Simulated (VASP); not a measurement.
# CdS (Greenockite) (P6_3mc) in VASP: notebook

Aim: see how the results for CdS (Greenockite) move with the level of theory and the settings. Levels: PBEsol, PBE. Tasks: single point.

All numbers are computed with VASP 6.6.1; they aren't measurements. Logs are shortened: lines on timing, memory, paths and dates and some standing lists are left out, and cuts for length are marked.

**The experiment to reproduce.**

From “Isotope dependence of band-gap energy”, 2008, arxiv:0807.2152, for a bulk crystal of CdS: band gap 2.5809 ± 0.0002 eV.

How close the calculation comes is told below.

### Step 1. Starting point

It takes space group P6_3mc (No. 186, hexagonal). The conventional cell has a = 4.150 Å, b = 4.150 Å, c = 6.737 Å, α = 90.00°, β = 90.00°, γ = 120.00°. Around Cd (site symmetry 3m) lie 4 S at 2.53 to 2.54 Å. Around S (site symmetry 3m) lie 4 Cd at 2.53 to 2.54 Å.

### Step 2. Single point, PBEsol

INCAR reads:

```
  PREC = Accurate
  ENCUT = 520
  EDIFF = 1E-7
  ISMEAR = -1
  SIGMA = 0.05
  LREAL = F
  LASPH = T
  NELM = 60
  ALGO = Normal
  ISIF = 2
  LWAVE = F
  LCHARG = F
  GGA = PS
  NBANDS = 26
```

KPOINTS reads:

```
Automatic mesh
0
Gamma
  7 7 4
```

POSCAR reads:

```
CdS
1.0
    4.1500000000      0.0000000000      0.0000000000
   -2.0750000000      3.5940054257      0.0000000000
    0.0000000000      0.0000000000      6.7370000000
Cd S
2 2
Direct
    0.6666666667      0.3333333333      0.5000000000
    0.3333333333      0.6666666667      0.0000000000
    0.6666666667      0.3333333333      0.8750000000
    0.3333333333      0.6666666667      0.3750000000
```

Potentials or basis: VASP PAW PBE potentials, release 64 (Cd, S).

Started as:

```
$ cat potpaw_PBE.64/Cd/POTCAR potpaw_PBE.64/S/POTCAR > POTCAR
$ mpirun -np 1 vasp_std > vasp.out
```

OUTCAR:

```text
PREC = Accurate
   ENCUT = 520
   EDIFF = 1E-7
   ISMEAR = -1
   LREAL = F
   LASPH = T
   NELM = 60
   ISIF = 2
   GGA = PS

 ion  position               nearest neighbor table
   1  0.667  0.333  0.500-   3 2.53   4 2.54   4 2.54   4 2.54
   2  0.333  0.667  0.000-   4 2.53   3 2.54   3 2.54   3 2.54
   3  0.667  0.333  0.875-   1 2.53   2 2.54   2 2.54   2 2.54
   4  0.333  0.667  0.375-   2 2.53   1 2.54   1 2.54   1 2.54

  LATTYP: Found a hexagonal cell.
 ALAT       =     4.1500000000
 C/A-ratio  =     1.6233734940

  Lattice vectors:

 A1 = (   4.1500000000,   0.0000000000,   0.0000000000)
 A2 = (  -2.0750000000,   3.5940054257,   0.0000000000)
 A3 = (   0.0000000000,   0.0000000000,   6.7370000000)

Analysis of symmetry for initial positions (statically):
=====================================================================
 Subroutine PRICEL returns:
 Original cell was already a primitive cell.

 Routine SETGRP: Setting up the symmetry group for a
 hexagonal supercell.

 Subroutine GETGRP returns: Found 12 space group operations
 (whereof  6 operations were pure point group operations)
 out of a pool of 24 trial point group operations.

The static configuration has the point symmetry C_3v.
 The point group associated with its full space group is C_6v.

Analysis of symmetry for dynamics (positions and initial velocities):
=====================================================================
 Subroutine PRICEL returns:
 Original cell was already a primitive cell.

 Routine SETGRP: Setting up the symmetry group for a
 hexagonal supercell.

 Subroutine GETGRP returns: Found 12 space group operations
 (whereof  6 operations were pure point group operations)
 out of a pool of 24 trial point group operations.

The dynamic configuration has the point symmetry C_3v.
 The point group associated with its full space group is C_6v.

 Subroutine INISYM returns: Found 12 space group operations
 (whereof  6 operations are pure point group operations),
 and found     1 'primitive' translations

----------------------------------------------------------------------------------------

                                     Primitive cell

  volume of cell :     100.4832

  direct lattice vectors                    reciprocal lattice vectors
     4.150000000  0.000000000  0.000000000     0.240963855  0.139120547  0.000000000
    -2.075000000  3.594005426  0.000000000     0.000000000  0.278241094  0.000000000
     0.000000000  0.000000000  6.737000000     0.000000000  0.000000000  0.148434021

  length of vectors
     4.150000000  4.150000000  6.737000000     0.278241094  0.278241094  0.148434021

  position of ions in fractional coordinates (direct lattice)
     0.666666667  0.333333333  0.500000000
     0.333333333  0.666666667  0.000000000
     0.666666667  0.333333333  0.875000000
     0.333333333  0.666666667  0.375000000

  ion indices of the primitive-cell ions
   primitive index   ion index
                 1           1
                 2           2
                 3           3
                 4           4

----------------------------------------------------------------------------------------

 KPOINTS: Automatic mesh

Automatic generation of k-mesh.
 Grid dimensions read from file:
 generate k-points for:    7    7    4

 Generating k-lattice:

  Cartesian coordinates                     Fractional coordinates (reciprocal lattice)
     0.034423408  0.019874364  0.000000000     0.142857143  0.000000000  0.000000000
     0.000000000  0.039748728  0.000000000     0.000000000  0.142857143  0.000000000
     0.000000000  0.000000000  0.037108505     0.000000000  0.000000000  0.250000000

  Length of vectors
     0.039748728  0.039748728  0.037108505

  Shift w.r.t. Gamma in fractional coordinates (k-lattice)
     0.000000000  0.000000000  0.000000000

 Subroutine IBZKPT returns following result:
 ===========================================

 Found     24 irreducible k-points:

 Following reciprocal coordinates:
            Coordinates               Weight
  0.000000  0.000000  0.000000      1.000000
  0.142857 -0.000000  0.000000      6.000000
  0.285714 -0.000000  0.000000      6.000000
  0.428571 -0.000000  0.000000      6.000000
  0.142857  0.142857  0.000000      6.000000
  0.285714  0.142857  0.000000     12.000000
[... 16 lines left out ...]
  0.428571  0.142857  0.500000      6.000000
  0.285714  0.285714  0.500000      6.000000
   k-points           NKPTS =     24   k-points in BZ     NKDIM =     24   number of bands    NBANDS=     26
   number of dos      NEDOS =    301   number of ions     NIONS =      4
   total plane-waves  NPLWV =  51200
   dimension x,y,z NGX =    32 NGY =   32 NGZ =   50
   dimension x,y,z NGXF=    64 NGYF=   64 NGZF=  100
   ions per type =               2   2
   NGX,Y,Z   is equivalent  to a cutoff of  12.82, 12.82, 12.34 a.u.
   NGXF,Y,Z  is equivalent  to a cutoff of  25.64, 25.64, 24.68 a.u.
 SYSTEM =  unknown system
   PREC   = accura    normal or accurate (medium, high low for compatibility)
   ISTART =      0    job   : 0-new  1-cont  2-samecut
   ICHARG =      2    charge: 1-file 2-atom 10-const
   ISPIN  =      1    spin polarized calculation?
   LNONCOLLINEAR =      F non collinear calculations
   LSORBIT =      F    spin-orbit coupling
   LASPH  =      T    aspherical Exc in radial PAW
   ENCUT  =  520.0 eV  38.22 Ry    6.18 a.u.   7.72  7.72 12.53*2*pi/ulx,y,z
   NELM   =     60;   NELMIN=  2; NELMDL= -5     # of ELM steps
   EDIFF  = 0.1E-06   stopping-criterion for ELM
   LREAL  =      F    real-space projection
   EDIFFG = 0.1E-05   stopping-criterion for IOM
   NSW    =      0    number of steps for IOM
   IBRION =     -1    ionic relax: 0-MD 1-quasi-New 2-CG
   NFREE  =      0    steps in history (QN), initial steepest desc. (CG)
   ISIF   =      2    stress and relaxation
   ISYM   =      2    0-nonsym 1-usesym 2-fastsym
   POTIM  = 0.5000    time-step for ionic-motion
   TEBEG  =    0.0;   TEEND  =   0.0 temperature during run
   PSTRESS=    0.0 pullay stress
   NELECT =      36.0000    total number of electrons
   NUPDOWN=      -1.0000    fix difference up-down
   EMIN   =  10.00;   EMAX   =-10.00  energy-range for DOS
   EFERMI =   0.00;   METHOD = LEGACY
   ISMEAR =    -1;   SIGMA  =   0.05  broadening in eV -4-tet -1-fermi 0-gaus
   EFERMI_NEDOS =   21; number of points for ismear=-14 and -15
   IALGO  =     38    algorithm
   IMIX   =      4    mixing-type and parameters
     AMIX     =   0.40;   BMIX     =  1.00
     AMIX_MAG =   1.60;   BMIX_MAG =  1.00
  volume/ion in A,a.u.               =      25.12       169.52
  Fermi-wavevector in a.u.,A,eV,Ry     =   1.162727  2.197236 18.394190  1.351935
  Thomas-Fermi vector in A             =   2.299285
   LORBIT       =      0    0 simple, 1 ext, 2 COOP (PROOUT), +10 PAW based schemes
   GGA     = PS    functional components
   LHFCALC =     F    Hartree Fock is set to
   AEXX    =    0.0000 exact exchange contribution
   IVDW    =     0    specifies the selected vdW correction
   LEPSILON=     F    determine dielectric tensor
   LRPA    =     F    only Hartree local field effects (RPA)
 non-spin polarized calculation
  energy-cutoff  :      520.00
  volume of cell :      100.48
 maximum number of plane-waves:      2731
 NGX is ok and might be reduce to    32
   NGX = 15   NGY = 15   NGZ = 25

 number of electron      35.9999997 magnetization

 Free energy of the ion-electron system (eV)
  ---------------------------------------------------
  ext. energy  EPLUGINS =         0.00000000
  ---------------------------------------------------
  free energy    TOTEN  =       -13.63007265 eV

  energy without entropy =      -13.63007209  energy(sigma->0) =      -13.63007237

 E-fermi :   1.6632     XC(G=0):  -9.3113

 val. band max:        1.1033771611   @ k =   0.0000   0.0000   0.0000
 cond. band min:       2.1628370497   @ k =   0.0000   0.0000   0.0000
 fundamental gap:      1.0594598886
 Fermi energy:         1.6631726133

 k-point     1 :       0.0000    0.0000    0.0000
  band No.  band energies     occupation
      1     -11.2074      2.00000
      2     -10.7696      2.00000
      3      -6.5697      2.00000
      4      -6.5470      2.00000
      5      -6.5470      2.00000
      6      -6.4608      2.00000
[... 18 lines left out ...]
     25       8.6003      0.00000
     26       8.6611      0.00000

 k-point     2 :       0.1429   -0.0000    0.0000
  band No.  band energies     occupation
      1     -11.1365      2.00000
      2     -10.7392      2.00000
      3      -6.5443      2.00000
      4      -6.5196      2.00000
      5      -6.4978      2.00000
      6      -6.4284      2.00000
[... 18 lines left out ...]
     25       8.5161      0.00000
     26       9.0274      0.00000

 k-point     3 :       0.2857   -0.0000    0.0000
  band No.  band energies     occupation
      1     -10.9674      2.00000
      2     -10.6790      2.00000
      3      -6.4931      2.00000
      4      -6.4698      2.00000
      5      -6.3764      2.00000
      6      -6.3311      2.00000
[... 18 lines left out ...]
     25       9.2094      0.00000
     26       9.4981      0.00000

 k-point     4 :       0.4286   -0.0000    0.0000
  band No.  band energies     occupation
      1     -10.8124      2.00000
      2     -10.6491      2.00000
      3      -6.4665      2.00000
      4      -6.4446      2.00000
      5      -6.2888      2.00000
      6      -6.2618      2.00000
[... 18 lines left out ...]
     25       9.4249      0.00000
     26      10.7284      0.00000
[... 496 lines left out ...]
      1     -10.7417      2.00000
      2     -10.7417      2.00000
      3      -6.4178      2.00000
      4      -6.4178      2.00000
      5      -6.3656      2.00000
      6      -6.3656      2.00000
[... 18 lines left out ...]
     25       9.2052      0.00000
     26       9.2052      0.00000

 k-point    23 :       0.4286    0.1429    0.5000
  band No.  band energies     occupation
      1     -10.6951      2.00000
      2     -10.6951      2.00000
      3      -6.4124      2.00000
      4      -6.4124      2.00000
      5      -6.3481      2.00000
      6      -6.3481      2.00000
[... 18 lines left out ...]
     25       9.7132      0.00000
     26       9.7132      0.00000

 k-point    24 :       0.2857    0.2857    0.5000
  band No.  band energies     occupation
      1     -10.6845      2.00000
      2     -10.6845      2.00000
      3      -6.3877      2.00000
      4      -6.3877      2.00000
      5      -6.3523      2.00000
      6      -6.3523      2.00000
[... 18 lines left out ...]
     25       9.6867      0.00000
     26       9.6867      0.00000

------------------------ aborting loop because EDIFF is reached ----------------------------------------

  FORCE on cell =-STRESS in cart. coord.  units (eV):
  Direction    XX          YY          ZZ          XY          YZ          ZX
  --------------------------------------------------------------------------------------
  -------------------------------------------------------------------------------------
  Total       -0.5048738     -0.5048738     -0.1326974      0.0000000      0.0000000      0.0000000
  in kB       -8.0500769     -8.0500769     -2.1158245      0.0000000      0.0000000      0.0000000
  external PRESSURE =      -6.0719928 kB  Pullay stress =       0.0000000 kB

 VOLUME and BASIS-vectors are now :
 -----------------------------------------------------------------------------
  energy-cutoff  :      520.00
  volume of cell :      100.48
      direct lattice vectors                 reciprocal lattice vectors
     4.150000000  0.000000000  0.000000000     0.240963855  0.139120547  0.000000000
    -2.075000000  3.594005426  0.000000000     0.000000000  0.278241094  0.000000000
     0.000000000  0.000000000  6.737000000     0.000000000  0.000000000  0.148434021

 POSITION                                       TOTAL-FORCE (eV/Angst)
 -----------------------------------------------------------------------------------
      2.07500      1.19800      3.36850         0.000000      0.000000     -0.066749
     -0.00000      2.39600      0.00000        -0.000000     -0.000000     -0.066749
      2.07500      1.19800      5.89487         0.000000     -0.000000      0.066749
     -0.00000      2.39600      2.52637        -0.000000     -0.000000      0.066749
 -----------------------------------------------------------------------------------
    total drift:                               -0.000000     -0.000000     -0.000624

  FREE ENERGIE OF THE ION-ELECTRON SYSTEM (eV)
  ---------------------------------------------------
  free  energy   TOTEN  =       -13.6300726533 eV

  energy  without entropy=      -13.6300720912  energy(sigma->0) =      -13.63007237
```

It took 71 s on 1 thread of Intel Xeon Platinum 8375C at 2.90GHz (Ice Lake), shared host; peak memory 0.24 GiB.

Results:

```yaml
Free_energy: -13.6301 eV
Pressure: -0.6 GPa
Largest_force: 0.067 eV/Å
Band_gap_on_the_k_mesh: 1.06 eV, direct
```

Forces on the atoms (eV/Å):
```
Cd   0.000  0.000 -0.067
Cd   0.000  0.000 -0.067
S    0.000  0.000  0.067
S    0.000  0.000  0.067
```

Stress tensor (GPa, compression positive):
```
-0.81  0.00  0.00
 0.00 -0.81  0.00
 0.00  0.00 -0.21
```

Levels at points of the mesh, in eV from the valence-band top:
| k point | band 16 | band 17 | band 18 | band 19 | band 20 | band 21 |
| --- | --- | --- | --- | --- | --- | --- |
| (0.00, 0.00, 0.00) | -0.04 | 0.00 | 0.00 | 1.06 | 2.67 | 6.37 |
| (0.00, 0.00, 0.50) | -0.40 | -0.40 | -0.40 | 2.73 | 2.73 | 6.07 |

Caveat: the PAW data sets were made with another functional, which shifts forces and pressure a little.

(Part 1 of 2 ends here.)
